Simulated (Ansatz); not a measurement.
**AgCl: stress in a strained cell**

Aim: deform AgCl (zz strain of +1 %) and compute stress, forces and field gradients with LAPW, PAW and all-electron datasets made for the crystal.

Program: Ansatz 0.2.0. Level of theory: DFT LDA, scalar-relativistic. These are calculated values, not measurements.

## Step 1: Starting point

Symmetry: Fm-3m, No. 225, cubic system. Conventional cell: a = 5.546 Å, b = 5.546 Å, c = 5.546 Å, α = 90.00°, β = 90.00°, γ = 90.00°. Around Ag (site symmetry m-3m) lie 6 Cl at 2.77 Å. Around Cl (site symmetry m-3m) lie 6 Ag at 2.77 Å.

Structure file:

```xyz
2
Lattice="0.0000 2.7731 2.7731 2.7731 0.0000 2.7731 2.7731 2.7731 0.0000" Properties=species:S:1:pos:R:3 pbc="T T T"
Ag    2.7731    2.7731    2.7731
Cl    0.0000    0.0000    0.0000
```

Atoms are numbered in the order of the input: Ag1, Cl2.

## Step 2: After the deformation

Space group Fm-3m before, I4/mmm after.

## Step 3: LAPW, all electrons

File input.yaml:

```yaml
crystal:
  lattice:
    - [0.0, 2.77315, 2.8008815]
    - [2.77315, 0.0, 2.8008815]
    - [2.77315, 2.77315, 0.0]
  atoms:
    - { symbol: Ag, position: [0.5, 0.5, 0.5] }
    - { symbol: Cl, position: [0.0, 0.0, 0.0] }
kpoints:
  mp_grid: { grid: [8, 8, 8] }
  band_path:
    path:
      - [0.0, 0.0, 0.0]
      - [0.0, 0.5, 0.5]
      - [0.25, 0.75, 0.5]
      - [0.0, 0.5, 0.0]
      - [0.0, 0.0, 0.0]
      - [0.5, 0.5, 0.0]
      - [0.3725370062, 0.6274629938, 0.0]
      - [-0.3725370062, 0.3725370062, 0.0]
      - [0.0, 0.0, 0.0]
    npoints: 5
scf:
  occupations: { method: fermi_dirac, width: 0.02 }
hamiltonian:
  xc: lda
  pseudopotentials: { kind: all_electron, lapw: { basis_error: 0.0005 } }
output:
  forces: true
  stress: true
  eigenvalues: true
```

The run is started by

```sh
$ ansatz run input.yaml --threads 1 --pin off --max-ram 3072MiB --backend cpu --events-out ev --progress --plain --runs-dir out
```

## Step 4: Frozen-core PAW

File input.yaml:

```yaml
crystal:
  lattice:
    - [0.0, 2.77315, 2.8008815]
    - [2.77315, 0.0, 2.8008815]
    - [2.77315, 2.77315, 0.0]
  atoms:
    - { symbol: Ag, position: [0.5, 0.5, 0.5] }
    - { symbol: Cl, position: [0.0, 0.0, 0.0] }
kpoints:
  mp_grid: { grid: [8, 8, 8] }
scf:
  occupations: { method: fermi_dirac, width: 0.02 }
hamiltonian:
  xc: lda
  pseudopotentials: { kind: paw }
output:
  forces: true
  stress: true
  eigenvalues: true
  efg: { contact_densities: true }
  write_density: true
  write_potential: true
  elf: true
  volumetric_format: npy
```

## Step 5: All-electron PAW on datasets made for the crystal

input.yaml, as its differences from that of step 4:

```diff
@@ -14,3 +14,3 @@
   xc: lda
-  pseudopotentials: { kind: paw }
+  pseudopotentials: { kind: all_electron, datasets: crystal }
 output:
@@ -20,5 +20 @@
   efg: { contact_densities: true }
-  write_density: true
-  write_potential: true
-  elf: true
-  volumetric_format: npy
```

(Steps that only read results are left out.)

Q: Predict the outcome of this session. Wanted: pressure; largest shear or deviatoric stress.

The runs gave:

| quantity | value |
| --- | --- |
| pressure | LAPW -5.92, PAW -5.93, crystal datasets -5.92 GPa |
| largest shear or deviatoric stress (LAPW) | 0.02 GPa |

**Reading.** The largest part of the stress beyond the pressure is 0.02 GPa in size, in the zz component; the atoms are carried along and not relaxed. No run of the undeformed cell stands beside it, so the pressure holds what the given cell had before the change. PAW: stress within 0.01 GPa of LAPW. Crystal datasets: stress within 0.01 GPa of LAPW.
